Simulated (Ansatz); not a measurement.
ZrO$_{2}$:
```cif
data_O4Zr2
_chemical_formula_sum 'Zr2 O4'
_space_group_name_H-M_alt 'P42/nmc :1'
_space_group_IT_number 137
_space_group_name_Hall 'P 4n 2n -1n'
_cell_length_a 3.60134
_cell_length_b 3.60134
_cell_length_c 5.22807
_cell_angle_alpha 90.000
_cell_angle_beta 90.000
_cell_angle_gamma 90.000
loop_
_space_group_symop_operation_xyz
  'x, y, z'
  '-y+1/2, x+1/2, z+1/2'
  '-x, -y, z'
  'y+1/2, -x+1/2, z+1/2'
  'x+1/2, -y+1/2, -z+1/2'
  '-y, -x, -z'
  '-x+1/2, y+1/2, -z+1/2'
  'y, x, -z'
  '-x+1/2, -y+1/2, -z+1/2'
  'y, -x, -z'
  'x+1/2, y+1/2, -z+1/2'
  '-y, x, -z'
  '-x, y, z'
  'y+1/2, x+1/2, z+1/2'
  'x, -y, z'
  '-y+1/2, -x+1/2, z+1/2'
loop_
_atom_site_label
_atom_site_type_symbol
_atom_site_symmetry_multiplicity
_atom_site_Wyckoff_symbol
_atom_site_fract_x
_atom_site_fract_y
_atom_site_fract_z
_atom_site_occupancy
Zr1 Zr 2 a 0.00000 0.00000 0.00000 1
O1 O 4 d 0.00000 0.50000 0.19679 1
```

Relaxed with r²SCAN.

Task: Decompose the optical modes at the zone centre into irreducible representations, and say which are infrared and Raman allowed.

Result: Point group 4/mmm: Γ_opt = A1g + A2u + 2B1g + B2u + 3Eg + 2Eu. Infrared: A2u, Eu. Raman: A1g, B1g, Eg.

Task: Assign frequencies (DFPT, r²SCAN (plane waves, PAW; program Ansatz); without the LO–TO term).

Result: Eu 102, Eg 136, A1g 300, B1g 301, A2u 332, Eu 439, Eg 440, B1g 598, Eg 643, B2u 647 cm⁻¹.

Subscripts of B labels follow the axes of the standard setting.

Space group P4_2/nmc. This is a known high-temperature phase of the composition, computed here at zero pressure and temperature. The r²SCAN relaxation kept the symmetry of its start; phonons on a q-mesh show no instability. No spin polarisation was allowed.

Potentials: the later of the program's two PAW sets.
